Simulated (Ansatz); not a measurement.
# NaI: the cost of one run

Computed with Ansatz 0.2.0 (DFT PBE+D3(BJ), scalar-relativistic, plane waves, PAW, unless a step's input says otherwise).

## Step 1: Starting point

It takes space group Pmma (No. 51, orthorhombic). Conventional cell: a = 4.622 Å, b = 4.270 Å, c = 7.798 Å, α = 90.00°, β = 90.00°, γ = 90.00°. Around Na (site symmetry mm2) lie 4 I at 3.15 Å. I (site symmetry mm2) is surrounded by 4 Na at 3.15 Å.

Structure file:

```xyz
4
Lattice="4.6222 0.0000 0.0000 0.0000 4.2697 0.0000 0.0000 0.0000 7.7984" Properties=species:S:1:pos:R:3 pbc="T T T"
Na    1.1556    2.1349    2.1448
Na    3.4667    2.1349    5.6536
I     1.1556    0.0000    5.7897
I     3.4667    0.0000    2.0087
```

The structure comes from the Materials Project (structure only).

## Step 2: Quick check of gap, pressure and forces

The input, input.yaml:

```yaml
crystal:
  lattice:
    - [4.6222093067, 0.0, 0.0]
    - [0.0, 4.2697016003, 0.0]
    - [0.0, 0.0, 7.798384]
  atoms:
    - { symbol: Na, position: [0.25, 0.5, 0.275031] }
    - { symbol: Na, position: [0.75, 0.5, 0.724969] }
    - { symbol: I, position: [0.25, 0.0, 0.742427] }
    - { symbol: I, position: [0.75, 0.0, 0.257573] }
basis:
  ecutwfc: 420
kpoints:
  mp_grid: { grid: [4, 4, 4] }
hamiltonian:
  xc: pbe
  dispersion: d3bj
scf:
  occupations: { method: gaussian, width: 0.1 }
output:
  forces: true
  stress: true
  eigenvalues: true
```

Command:

```sh
ansatz run input.yaml --threads 1 --pin off --max-ram 1228MiB --backend cpu --events-out ev --progress --plain --runs-dir out
```

**Question.** How long does this run take on 1 thread of an Arm CPU, shared host, and how much memory does it need?

About 15 s, with a peak of 0.43 GiB.
